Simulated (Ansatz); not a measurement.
# Energy ranking of Ga3N2 structures

Level of theory: Ansatz 0.2.0, DFT PBE, scalar-relativistic, plane waves, PAW. All cells share a 420 eV cutoff and Γ-centred k meshes spaced at most about 0.3 Å⁻¹ (about 0.25 or finer for metals, 2π included). No spin polarisation.

Energies over the elements count from the elements' standard structures at the same level (N₂ as a molecule), with no fitted energy shifts.

All energies are static (0 K, no zero-point motion). Larger cells and other orderings weren't all tried, so the list isn't exhaustive. Weakly bound directions are ill-defined at this level, which has no dispersion term (R-3c), and this can change margins and order among such cells. In R-3m, Pm-3m an odd number of electrons in the primitive cell allows no gap without spin; a larger cell or a magnetic state could open one.

Invented guesses were relaxed alike, and ends that match in structure were merged. ΔE counts from the first row. Coordination counts N atoms around Ga (those within 1.25 times the shortest such distance or 1.15 times the sum of covalent radii; a slash parts the counts of unlike sites). The ends were matched against large subsets of the Crystallography Open Database and the Materials Project, so a missing match doesn't prove that a structure is unreported.

```
#                  reached from              type and space group  atoms  Å³/atom  coordination  ΔE (meV/atom)  gap on mesh (eV)  in databases
1  anti-tetradymite type (R-3m)  anti-tetradymite, R-3m (No. 166)      5     11.6        Ga 3/6              0              0.00      no match
2     anti-corundum type (R-3c)                    R-3c (No. 167)     10     16.6          Ga 2            200              0.00      no match
3                   random cell                   Pm-3m (No. 221)      5     14.8          Ga 2           1065              0.00      no match
```

The lowest: Space group R-3m (No. 166), trigonal, a = 3.093 Å, c = 20.972 Å. Around Ga on a site of symmetry -3m lie 6 N at 2.17 Å; around Ga on a site of symmetry 3m lie 3 N at 2.16 Å; N has 6 Ga at 2.16–2.17 Å. Its energy over the elements is +0.10 eV/atom. The separate elements lie lower, so it is unstable against them. An observed structure of this formula, if there is one, may be missing.

```
Ga N
1.0
     1.54651    0.89288    6.99071
    -1.54651    0.89288    6.99071
     0.00000   -1.78576    6.99071
Ga N
3 2
Direct
  0.00000 0.00000 0.00000
  0.21624 0.21624 0.21624
  0.78376 0.78376 0.78376
  0.39234 0.39234 0.39234
  0.60765 0.60765 0.60765
```

The second: Space group R-3c (No. 167), trigonal, a = 5.328 Å, c = 20.228 Å. Ga is surrounded by 2 N at 1.90 Å; N has 3 Ga at 1.90 Å. Counting N atoms around Ga, the first has Ga 3/6 and the second has Ga 2. Cells relaxed within their symmetry can be saddle points.

```cif
data_structure
_symmetry_space_group_name_H-M 'P 1'
_symmetry_Int_Tables_number 1
_cell_length_a 7.4110
_cell_length_b 7.4110
_cell_length_c 7.4110
_cell_angle_alpha 42.133
_cell_angle_beta 42.133
_cell_angle_gamma 42.133
_cell_volume 165.75
loop_
_atom_site_label
_atom_site_type_symbol
_atom_site_fract_x
_atom_site_fract_y
_atom_site_fract_z
_atom_site_occupancy
Ga1 Ga 0.04677 0.45322 0.75000 1
Ga2 Ga 0.75000 0.04677 0.45322 1
Ga3 Ga 0.45322 0.75000 0.04677 1
Ga4 Ga 0.95322 0.54678 0.25000 1
Ga5 Ga 0.25000 0.95322 0.54678 1
Ga6 Ga 0.54678 0.25000 0.95322 1
N1 N 0.90311 0.90311 0.90311 1
N2 N 0.59689 0.59689 0.59689 1
N3 N 0.09689 0.09689 0.09689 1
N4 N 0.40310 0.40310 0.40310 1
```

Some structure types and database cells were kept out of the candidates from the start, so a known form may be missing.
